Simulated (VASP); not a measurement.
Crystal: GaAs.

```xyz
2
Lattice="0.0000 2.8268 2.8268 2.8268 0.0000 2.8268 2.8268 2.8268 0.0000" Properties=species:S:1:pos:R:3 pbc="T T T"
As    4.2403    4.2403    4.2403
Ga    0.0000    0.0000    0.0000
```

Program: VASP 6.6.1. Alike in all runs: task band structure; potentials or basis VASP PAW PBE potentials, release 64 (As, Ga_d); no spin polarisation; cell as given; cutoff (eV) 520; smearing fermi-dirac 0.05 eV.

**Question.** Order these runs on this cell by their band gap on the k mesh, lowest first.
A. level rSCAN; k mesh 8 × 8 × 8; further INCAR settings ALGO = Normal; EDIFF = 1e-07; mesh quality not flagged
B. level PBE0; k mesh 4 × 4 × 4; further INCAR settings ALGO = Normal; EDIFF = 1e-06; grid for exact exchange (PRECFOCK) Fast; exchange at q = 0 truncated; mesh quality coarse
C. level SCAN; k mesh 8 × 8 × 8; further INCAR settings ALGO = Normal; EDIFF = 1e-07; mesh quality not flagged

**Answer.** C (0.72 eV), A (0.96 eV), B (2.15 eV).

Caveats: some runs use coarse meshes.

Runs at the PBE level aren't shown here.
